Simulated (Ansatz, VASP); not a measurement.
Si in VASP and in Ansatz

Contents of INCAR:

```
  PREC = Accurate
  ENCUT = 600
  EDIFF = 1E-7
  ISMEAR = 0
  SIGMA = 0.02
  LREAL = F
  LASPH = T
  NELM = 100
  ALGO = Normal
  ISIF = 3
  LWAVE = F
  LCHARG = F
  GGA = CA
  IBRION = 2
  NSW = 100
  EDIFFG = -0.002
```

File KPOINTS:

```
regular mesh
0
Gamma
  12 12 12
```

Contents of POSCAR:

```
Si
1.0
    0.0000000000      2.7007329269      2.7007329269
    2.7007329269      0.0000000000      2.7007329269
    2.7007329269      2.7007329269      0.0000000000
Si
2
Direct
    0.0000000000      0.0000000000      0.0000000000
    0.2500000000      0.2500000000      0.2500000000
```

Input for Ansatz:

```yaml
crystal:
  lattice:
    - [0.0, 2.7007329269, 2.7007329269]
    - [2.7007329269, 0.0, 2.7007329269]
    - [2.7007329269, 2.7007329269, 0.0]
  atoms:
    - { symbol: Si, position: [0.0, 0.0, 0.0] }
    - { symbol: Si, position: [0.25, 0.25, 0.25] }
basis:
  ecutwfc: 420
kpoints:
  mp_grid: { grid: [12, 12, 12] }
hamiltonian:
  xc: lda
  pseudopotentials: { kind: paw, azcp: { folder: soft_1 } }
scf:
  occupations: { method: gaussian, width: 0.02 }
output:
  forces: true
  stress: true
  eigenvalues: true
relax:
  adjacent_minimum: "off"
  f_tol: 0.002
  max_steps: 80
  cell: { stress_tol: 0.02 }
```

The cell was built by a generator and needn't be a form met in nature.

Alike in both runs: task relaxation of cell and atoms; functional LDA; k mesh 12 × 12 × 12; occupations gaussian, width 0.02 eV; no spin polarisation.

|  | VASP | Ansatz |
| --- | --- | --- |
| version | VASP 6.6.1 | Ansatz 0.2.0 |
| potentials or method | VASP PAW LDA potentials, release 64 (Si) | scalar-relativistic, plane waves, PAW |
| plane-wave cutoff (eV) | 600 | 420 |
| valence electrons in the cell | 8 | 8 |

|  | VASP | Ansatz | Ansatz less VASP |
| --- | --- | --- | --- |
| gap on the k mesh at the Fermi level, each at its own relaxed structure (eV) | 0.44 | 0.44 | +0.001 |
| relaxed volume (Å³/atom) | 19.72 | 19.70 | -0.016 |
| relaxed cell length with the largest relative difference (Å) | 3.820 | 3.819 | -0.0011 |

Ansatz warned: «pseudo_functional_mismatch».

A k mesh can miss the band edges.
